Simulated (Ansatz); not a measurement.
From the elastic tensor of SiC to moduli and sound speeds

Level of theory: Ansatz, DFT PBE0, scalar-relativistic, plane waves, PAW. Plane waves to 420 eV; Γ-centred k mesh 6×6×6; fixed occupations. No spin polarisation.

Symmetry: F-43m, No. 216, cubic system. Conventional cell: a = 4.347 Å, b = 4.347 Å, c = 4.347 Å, α = 90.00°, β = 90.00°, γ = 90.00°. C (site symmetry -43m) is surrounded by 4 Si at 1.88 Å. Si (site symmetry -43m) has 4 C at 1.88 Å as nearest neighbours.

The cell is the ideal cubic zincblende prototype.

Relaxed-ion constants (GPa, on the Cartesian axes of the calculation):
```
417.6 141.6 141.6   0.0   0.0   0.0
141.6 417.6 141.6   0.0   0.0   0.0
141.6 141.6 417.6   0.0   0.0   0.0
  0.0   0.0   0.0 260.9   0.0   0.0
  0.0   0.0   0.0   0.0 260.9   0.0
  0.0   0.0   0.0   0.0   0.0 260.9
```

Density 3.241 g/cm³; 2 atoms in 20.54 Å³.

The values that follow are for a polycrystal of randomly turned grains, by Hill's mean where one number stands.

With S = C⁻¹: B_V = (C11+C22+C33+2(C12+C13+C23))/9, G_V = (C11+C22+C33−C12−C13−C23+3(C44+C55+C66))/15, 1/B_R = S11+S22+S33+2(S12+S13+S23), 15/G_R = 4(S11+S22+S33−S12−S13−S23)+3(S44+S55+S66); Hill is their mean. Then v_l = √((B+4G/3)/ρ), v_t = √(G/ρ), v_m = [(2/v_t³+1/v_l³)/3]^(−1/3) and Θ = (ħ/k_B)·v_m·(6π²n/V)^(1/3) for n atoms in the volume V; E = 9BG/(3B+G), ν = (3B−2G)/(2(3B+G)) and A^U = 5G_V/G_R + B_V/B_R − 6.

```json
{
  "Bulk modulus, Voigt / Reuss / Hill": "233.6 / 233.6 / 233.6 GPa",
  "Shear modulus, Voigt / Reuss / Hill": "211.7 / 192.3 / 202.0 GPa",
  "Young's modulus": "470 GPa",
  "Poisson ratio": "0.164",
  "Pugh ratio B/G": "1.16",
  "Universal anisotropy index": "0.50",
  "Longitudinal and transverse sound speeds": "12457 and 7895 m/s",
  "Debye temperature from the mean sound speed": "1189 K"
}
```

Cost: 1 run of about 5.3 core-minutes, on Intel Xeon 6975P-C (Granite Rapids) (shared hosts).

The elastic constants describe a very stiff solid that resists shear almost as strongly as compression, as expected for a covalent tetrahedral network in which changing bond angles costs much energy. This angular stiffness also accounts for the low Poisson ratio of 0.164. The single crystal is nevertheless clearly anisotropic: C44 is well above half the difference between C11 and C12. A tetragonal shear leaves the bond lengths unchanged to first order and is resisted mainly by bond bending, whereas a C44 shear also stretches and compresses bonds, a cost only partly relieved by the relative shift of the two sublattices. Young's modulus is therefore largest along the ⟨111⟩ bond directions and smallest along ⟨100⟩. Strong, short bonds between light atoms explain the high sound speeds and the Debye temperature of 1189 K, which characterises the long-wavelength acoustic modes rather than the whole phonon spectrum. The low B/G ratio fits the known brittleness of SiC, but hardness and fracture toughness also depend on dislocations, cracks and grain boundaries, which elastic constants don't describe.
